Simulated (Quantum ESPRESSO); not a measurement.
# ZrS (Fm-3m) in Quantum ESPRESSO: single point with PBEsol

Aim: the single point of ZrS with PBEsol.

Everything below comes from runs of Quantum ESPRESSO 7.5. Logs are shortened: lines on timing, memory, paths and dates and some standing lists are left out, and cuts for length are marked.

### Step 1. Starting point

It takes space group Fm-3m (No. 225, cubic). The conventional cell has a = 5.250 Å, b = 5.250 Å, c = 5.250 Å, α = 90.00°, β = 90.00°, γ = 90.00°. Zr (site symmetry m-3m) is surrounded by 6 S at 2.62 Å. Around S (site symmetry m-3m) lie 6 Zr at 2.62 Å.

### Step 2. Single point, PBEsol

run.py reads:

```python
import numpy as np
from ase.calculators.espresso import Espresso, EspressoProfile
from ase.io import read

atoms = read('POSCAR')

input_data = {
    'control': {'calculation': 'scf', 'prefix': 'pwscf', 'outdir': './tmp', 'tprnfor': True, 'tstress': True, 'disk_io': 'nowf'},
    'system': {'ecutwfc': 45.0, 'ecutrho': 360.0, 'nbnd': 15, 'occupations': 'smearing', 'smearing': 'fd', 'degauss': 0.00367493},
    'electrons': {'conv_thr': 4e-10, 'electron_maxstep': 120, 'mixing_beta': 0.5},
}
pseudopotentials = {'S': 's_pbesol_v1.4.uspp.F.UPF', 'Zr': 'zr_pbesol_v1.uspp.F.UPF'}
profile = EspressoProfile(command='mpirun -n 2 pw.x -nk 2', pseudo_dir='pseudo')
dft = Espresso(profile=profile, input_data=input_data, pseudopotentials=pseudopotentials, kpts=(9, 9, 9), koffset=(0, 0, 0))
atoms.calc = dft

print(f'energy {atoms.get_potential_energy():.8f} eV')
print('forces (eV/A)')
print(np.round(atoms.get_forces(), 6))
print('stress (eV/A^3, Voigt)')
print(np.round(atoms.get_stress(), 8))
print(f'Fermi level {dft.get_fermi_level():.4f} eV')
```

POSCAR reads:

```
ZrS
1.0
    0.0000000000      2.6250000000      2.6250000000
    2.6250000000      0.0000000000      2.6250000000
    2.6250000000      2.6250000000      0.0000000000
Zr S
1 1
Direct
    0.0000000000      0.0000000000      0.0000000000
    0.5000000000      0.5000000000      0.5000000000
```

Potentials or basis: GBRV 1.5 PBEsol.

Started as:

```console
> OMP_NUM_THREADS=1 python run.py
```

The log of the run:

```text
energy -1678.47175464 eV
forces (eV/A)
[[-0. -0. -0.]
 [ 0. -0.  0.]]
stress (eV/A^3, Voigt)
[0.04109123 0.04109123 0.04109123 0.         0.         0.        ]
Fermi level 14.5158 eV
```

espresso.pwi:

```text
&CONTROL
   calculation      = 'scf'
   tstress          = .true.
   tprnfor          = .true.
   outdir           = './tmp'
   prefix           = 'pwscf'
   disk_io          = 'nowf'
   pseudo_dir       = 'pseudo'
/
&SYSTEM
   nbnd             = 15
   ecutwfc          = 45.0
   ecutrho          = 360.0
   occupations      = 'smearing'
   degauss          = 0.00367493
   smearing         = 'fd'
   ntyp             = 2
   nat              = 2
   ibrav            = 0
/
&ELECTRONS
   electron_maxstep = 120
   conv_thr         = 4e-10
   mixing_beta      = 0.5
/
&IONS
/
&CELL
/
&FCP
/
&RISM
/
ATOMIC_SPECIES
Zr 91.224 zr_pbesol_v1.uspp.F.UPF
S 32.06 s_pbesol_v1.4.uspp.F.UPF

K_POINTS automatic
9 9 9  0 0 0

CELL_PARAMETERS angstrom
0.00000000000000 2.62500000000000 2.62500000000000
2.62500000000000 0.00000000000000 2.62500000000000
2.62500000000000 2.62500000000000 0.00000000000000

ATOMIC_POSITIONS angstrom
Zr 0.0000000000 0.0000000000 0.0000000000  
S 2.6250000000 2.6250000000 2.6250000000
```

espresso.pwo:

```text
This program is part of the open-source Quantum ESPRESSO suite
     for quantum simulation of materials; please cite
         "P. Giannozzi et al., J. Phys.:Condens. Matter 21 395502 (2009);
         "P. Giannozzi et al., J. Phys.:Condens. Matter 29 465901 (2017);
         "P. Giannozzi et al., J. Chem. Phys. 152 154105 (2020);
     in publications or presentations arising from this work. More details at

Warning: card &CELL ignored
Warning: card &FCP ignored
Warning: card &RISM ignored

     Message from routine setup:
[... 7 lines left out ...]
     --------------------
     sticks:   dense  smooth     PW     G-vecs:    dense   smooth      PW
     Sum        1225     595    199                27989     9841    1807

     Using Slab Decomposition

     bravais-lattice index     =            0
     lattice parameter (alat)  =       7.0153  a.u.
     unit-cell volume          =     244.1263 (a.u.)^3
     number of atoms/cell      =            2
     number of atomic types    =            2
     number of electrons       =        18.00
     number of Kohn-Sham states=           15
     kinetic-energy cutoff     =      45.0000  Ry
     charge density cutoff     =     360.0000  Ry
     scf convergence threshold =      4.0E-10
     mixing beta               =       0.5000
     number of iterations used =            8  plain     mixing
     Exchange-correlation= SLA  PW   PSX  PSC
                           (   1   4  10   8   0   0   0)

     celldm(1)=   7.015250  celldm(2)=   0.000000  celldm(3)=   0.000000
     celldm(4)=   0.000000  celldm(5)=   0.000000  celldm(6)=   0.000000

     crystal axes: (cart. coord. in units of alat)
               a(1) = (   0.000000   0.707107   0.707107 )
               a(2) = (   0.707107   0.000000   0.707107 )
               a(3) = (   0.707107   0.707107   0.000000 )

     reciprocal axes: (cart. coord. in units 2 pi/alat)
               b(1) = ( -0.707107  0.707107  0.707107 )
               b(2) = (  0.707107 -0.707107  0.707107 )
               b(3) = (  0.707107  0.707107 -0.707107 )

     PseudoPot. # 1 for Zr read from file:
     zr_pbesol_v1.uspp.F.UPF
     Pseudo is Ultrasoft + core correction, Zval = 12.0
     Generated by new atomic code, or converted to UPF format
     Using radial grid of  887 points,  6 beta functions with:
                l(1) =   0
                l(2) =   0
                l(3) =   1
                l(4) =   1
                l(5) =   2
                l(6) =   2
     Q(r) pseudized with  6 coefficients,  rinner =    1.200   1.200   1.200
                                                       1.200   1.200

     PseudoPot. # 2 for S  read from file:
     s_pbesol_v1.4.uspp.F.UPF
     Pseudo is Ultrasoft + core correction, Zval =  6.0
     Generated by new atomic code, or converted to UPF format
     Using radial grid of  907 points,  6 beta functions with:
                l(1) =   0
                l(2) =   0
                l(3) =   1
                l(4) =   1
                l(5) =   2
                l(6) =   2
     Q(r) pseudized with  8 coefficients,  rinner =    1.300   1.300   1.300
                                                       1.300   1.300

     atomic species   valence    mass     pseudopotential
     Zr               12.00    91.22400     Zr( 1.00)
     S                 6.00    32.06000     S ( 1.00)

     48 Sym. Ops., with inversion, found

   Cartesian axes

     site n.     atom                  positions (alat units)
         1        Zr     tau(   1) = (   0.0000000   0.0000000   0.0000000  )
         2        S      tau(   2) = (   0.7071068   0.7071068   0.7071068  )

     number of k points=    35  Fermi-Dirac smearing, width (Ry)=  0.0037
                       cart. coord. in units 2pi/alat
        k(    1) = (   0.0000000   0.0000000   0.0000000), wk =   0.0027435
        k(    2) = (   0.0785674   0.0785674  -0.0785674), wk =   0.0219479
        k(    3) = (   0.1571348   0.1571348  -0.1571348), wk =   0.0219479
        k(    4) = (   0.2357023   0.2357023  -0.2357023), wk =   0.0219479
        k(    5) = (   0.3142697   0.3142697  -0.3142697), wk =   0.0219479
        k(    6) = (   0.1571348   0.0000000  -0.0000000), wk =   0.0164609
[... 27 lines left out ...]
        k(   34) = (  -0.0000000  -0.4714045   0.6285394), wk =   0.0658436
        k(   35) = (  -0.0785674  -0.3928371   0.7071068), wk =   0.0658436

     Dense  grid:    27989 G-vectors     FFT dimensions: (  45,  45,  45)

     Smooth grid:     9841 G-vectors     FFT dimensions: (  30,  30,  30)

     Initial potential from superposition of free atoms

     starting charge      17.9980, renormalised to      18.0000

     negative rho (up, down):  5.980E-02 0.000E+00
     Starting wfcs are   17 randomized atomic wfcs

     Self-consistent Calculation

     iteration #  1     ecut=    45.00 Ry     beta= 0.50
     Davidson diagonalization with overlap
     ethr =  1.00E-02,  avg # of iterations =  4.1

     Threshold (ethr) on eigenvalues was too large:
     Diagonalizing with lowered threshold

     Davidson diagonalization with overlap
     ethr =  1.61E-04,  avg # of iterations =  4.6

     negative rho (up, down):  5.978E-02 0.000E+00

     total energy              =    -123.35503496 Ry
     estimated scf accuracy    <       0.03480258 Ry

     iteration #  2     ecut=    45.00 Ry     beta= 0.50
     Davidson diagonalization with overlap
     ethr =  1.93E-04,  avg # of iterations =  2.0

     negative rho (up, down):  5.991E-02 0.000E+00

     total energy              =    -123.36455809 Ry
     estimated scf accuracy    <       0.00514980 Ry

     iteration #  3     ecut=    45.00 Ry     beta= 0.50
     Davidson diagonalization with overlap
     ethr =  2.86E-05,  avg # of iterations =  2.3

     negative rho (up, down):  5.997E-02 0.000E+00

     total energy              =    -123.36537260 Ry
     estimated scf accuracy    <       0.00042039 Ry

     iteration #  4     ecut=    45.00 Ry     beta= 0.50
     Davidson diagonalization with overlap
     ethr =  2.34E-06,  avg # of iterations =  4.3
[... 19 lines left out ...]
     negative rho (up, down):  5.989E-02 0.000E+00

     total energy              =    -123.36540927 Ry
     estimated scf accuracy    <       0.00000022 Ry

     iteration #  7     ecut=    45.00 Ry     beta= 0.50
     Davidson diagonalization with overlap
     ethr =  7.08E-10,  avg # of iterations =  2.3

     negative rho (up, down):  5.988E-02 0.000E+00

     total energy              =    -123.36540934 Ry
     estimated scf accuracy    <       0.00000003 Ry

     iteration #  8     ecut=    45.00 Ry     beta= 0.50
     Davidson diagonalization with overlap
     ethr =  1.73E-10,  avg # of iterations =  1.9

     negative rho (up, down):  5.988E-02 0.000E+00

     End of self-consistent calculation

          k = 0.0000 0.0000 0.0000 (  1243 PWs)   bands (ev):

   -35.3338 -13.3235 -13.3235 -13.3235  -1.2412  11.0695  11.0695  11.0695
    13.2137  13.2137  13.2137  13.8826  13.8826  16.3660  21.7110

          k = 0.0786 0.0786-0.0786 (  1255 PWs)   bands (ev):

   -35.3308 -13.3660 -13.3271 -13.3271  -1.0859  10.2117  10.5176  10.5176
    13.4740  13.4740  13.5137  14.6556  14.6556  17.0593  22.2031

          k = 0.1571 0.1571-0.1571 (  1254 PWs)   bands (ev):

   -35.3230 -13.4711 -13.3363 -13.3363  -0.6693   8.7418   9.6606   9.6606
    13.9491  14.1087  14.1087  16.2675  16.2675  18.4146  22.6381

          k = 0.2357 0.2357-0.2357 (  1236 PWs)   bands (ev):

   -35.3142 -13.5871 -13.3466 -13.3466  -0.1386   7.4440   9.0066   9.0066
    14.6246  15.0255  15.0255  18.0812  18.0812  18.5634  22.8512

          k = 0.3143 0.3143-0.3143 (  1242 PWs)   bands (ev):

   -35.3085 -13.6608 -13.3533 -13.3533   0.2591   6.6622   8.6649   8.6649
    15.7029  15.8865  15.8865  17.1582  19.6653  19.6653  20.8343

          k = 0.1571 0.0000-0.0000 (  1251 PWs)   bands (ev):

   -35.3298 -13.3635 -13.3362 -13.3362  -1.0445   9.6639  10.7108  10.7108
    12.8764  13.9911  13.9911  14.0027  14.9914  17.5159  22.3882

          k = 0.2357 0.0786-0.0786 (  1257 PWs)   bands (ev):
[... 124 lines left out ...]
          k =-0.0000-0.3143 0.4714 (  1239 PWs)   bands (ev):

   -35.3043 -13.5687 -13.4672 -13.3795   0.0045   7.4989   8.8335   8.9061
    14.3549  15.6387  16.1092  16.3244  18.7013  20.2628  21.6546

          k =-0.0786-0.5500 0.7071 (  1238 PWs)   bands (ev):

   -35.3003 -13.5753 -13.4478 -13.4324  -0.2529   8.2386   9.3626   9.4268
    12.3079  15.6710  16.5080  16.9295  17.5833  18.6493  22.2330

          k =-0.0000-0.4714 0.6285 (  1243 PWs)   bands (ev):

   -35.2996 -13.5505 -13.4941 -13.4257  -0.1330   8.4625   8.5193   9.1718
    13.2199  15.9153  16.4153  16.8770  17.0631  20.0592  22.1052

          k =-0.0786-0.3928 0.7071 (  1235 PWs)   bands (ev):

   -35.2999 -13.5394 -13.4960 -13.4338  -0.0718   8.1877   8.7703   8.7874
    14.1464  15.0813  16.3429  16.9101  17.2038  21.3683  22.1257

     the Fermi energy is    14.5158 ev

!    total energy              =    -123.36540934 Ry
     estimated scf accuracy    <          3.0E-10 Ry
     smearing contrib. (-TS)   =      -0.00087598 Ry
     internal energy E=F+TS    =    -123.36453336 Ry

     The total energy is F=E-TS. E is the sum of the following terms:
     one-electron contribution =     -13.64618898 Ry
     hartree contribution      =      15.48938435 Ry
     xc contribution           =     -26.20656399 Ry
     ewald contribution        =     -99.00116474 Ry

     convergence has been achieved in   8 iterations

     negative rho (up, down):  5.988E-02 0.000E+00

     Forces acting on atoms (cartesian axes, Ry/au):

     atom    1 type  1   force =    -0.00000000   -0.00000000   -0.00000000
     atom    2 type  2   force =     0.00000000   -0.00000000    0.00000000

     Total force =     0.000000     Total SCF correction =     0.000000

     Computing stress (Cartesian axis) and pressure

     negative rho (up, down):  5.988E-02 0.000E+00
          total   stress  (Ry/bohr**3)                   (kbar)     P=      -65.84
  -0.00044754  -0.00000000  -0.00000000          -65.84       -0.00       -0.00
  -0.00000000  -0.00044754  -0.00000000           -0.00      -65.84       -0.00
  -0.00000000  -0.00000000  -0.00044754           -0.00       -0.00      -65.84

=------------------------------------------------------------------------------=
   JOB DONE.
=------------------------------------------------------------------------------=
```

Wall time 8.7 s (2 MPI ranks of Arm Neoverse V2, shared host); peak memory 0.2 GiB.

Results:

```
Free energy            : -1678.4719 eV
Pressure               : -6.6 GPa
Band gap on the k mesh : none (metal or under the smearing width)
```

### Step 3. For comparison

An earlier run on the cell as given: functional PBEsol; potentials or basis GBRV 1.5 PBEsol; cutoff 612 eV; density cutoff 4898 eV; k mesh 9 × 9 × 9; occupations fermi-dirac, width 0.05 eV; no spin polarisation.

- Pressure: -6.6 GPa
- Band gap on the k mesh: none (metal or under the smearing width)
